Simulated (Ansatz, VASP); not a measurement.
## Zr in VASP and in Ansatz

```
Zr
1.0
     3.23200    0.00000    0.00000
    -1.61600    2.79899    0.00000
     0.00000    0.00000    5.14700
Zr
2
Direct
  0.66667 0.33333 0.75000
  0.33333 0.66667 0.25000
```

Alike in both runs: task single point; functional PBE; k mesh 9 × 9 × 5; occupations gaussian, width 0.026 eV; no spin polarisation.

|  | VASP | Ansatz |
| --- | --- | --- |
| version | VASP 6.6.1 | Ansatz 0.2.0 |
| potentials or method | VASP PAW PBE potentials, release 64 (Zr_sv) | Ansatz PAW |
| plane-wave cutoff (eV) | 520 | 420 |
| valence electrons in the cell | 24 | 24 |

Ansatz gave:

| Item | Value |
| --- | --- |
| gap on the k mesh at the Fermi level (eV) | none |
| pressure (GPa) | 0.6 |
| largest component of the traceless stress (GPa) | 0.73 |

Problem. Which values does VASP return?

Solution. gap on the k mesh at the Fermi level (eV): none; pressure (GPa): 0.6; largest component of the traceless stress (GPa): 0.72.

A gap of «none» marks a metal or a gap that the smearing closes. The functional is the same, so the differences come from potentials, cutoffs and numerics.
